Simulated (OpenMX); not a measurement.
The system is Sb.

```
Sb
1.0
     3.35453    0.00000    0.00000
    -1.67727    2.90511    0.00000
     0.00000    0.00000    5.47016
Sb
2
Direct
  0.66667 0.33333 0.75000
  0.33333 0.66667 0.25000
```

This isn't the form of Sb at room conditions, which is rhombohedral.

```yaml
Program: OpenMX 3.8.5
Task: single point
Functional: PBE
Potentials_or_basis: OpenMX 2013 PBE set, Sb7.0-s3p2d2, grid cutoff 500 Ry
k_mesh: 9 × 9 × 5
Occupations: fermi-dirac, width 0.05 eV
Spin: no spin polarisation
```

On this cell: pressure 3.3 GPa; largest force 0.007 eV/Å; band gap on the k mesh none (metal or under the smearing width).

The same run follows on a disturbed copy (atoms moved at random, drawn with an rms of 0.05 Å):

```xyz
2
Lattice="3.3545 0.0000 0.0000 -1.6773 2.9051 0.0000 0.0000 0.0000 5.4702" Properties=species:S:1:pos:R:3 pbc="T T T"
Sb    1.7140    0.9717    4.1111
Sb   -0.0346    1.9248    1.3982
```

What does the disturbed cell give?

The energy (extrapolated to zero smearing) moves by -1.1 meV/atom; pressure 3.4 GPa; largest force 0.026 eV/Å; band gap on the k mesh none (metal or under the smearing width).

Forces in eV/Å, atoms in the order of the input:
```
Sb   0.022 -0.005 -0.007
Sb  -0.024 -0.008  0.004
```

The energy falls, though the first cell shows no forces: that form is unstable against this distortion, unless noise or another electronic state is at work.

Caveats: the basis of atomic orbitals isn't converged, which shifts pressures, moduli and gaps.
